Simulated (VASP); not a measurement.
CdSe (Cadmoselite):

```xyz
4
Lattice="4.3000 0.0000 0.0000 -2.1500 3.7239 0.0000 0.0000 0.0000 7.0200" Properties=species:S:1:pos:R:3 pbc="T T T"
Cd    2.1500    1.2413    3.5100
Cd    0.0000    2.4826    0.0000
Se    2.1500    1.2413    6.2127
Se    0.0000    2.4826    2.7027
```

Program: VASP 6.6.1. Alike in all runs: no spin polarisation; cell as given; cutoff (eV) 520; smearing gaussian 0.02 eV.

Question: Order these runs on this cell by their band gap on the k mesh, lowest first.
A. level LDA; potentials or basis VASP PAW LDA potentials, release 64 (Cd, Se); k mesh 8 × 8 × 4; ladder gaps
B. level TB-mBJ; potentials or basis VASP PAW PBE potentials, release 64 (Cd, Se); k mesh 8 × 8 × 4; ladder gaps
C. level PBE; potentials or basis VASP PAW PBE potentials, release 64 (Cd, Se); k mesh 7 × 7 × 4
D. level r2SCAN; potentials or basis VASP PAW PBE potentials, release 64 (Cd, Se); k mesh 8 × 8 × 4; ladder gaps

Answer: A (0.46 eV), C (0.70 eV), D (1.19 eV), B (2.04 eV).

Caveats: an odd mesh through Γ misses points on the zone boundary, where band edges often lie (some runs).

Not every run made on this cell is shown here.
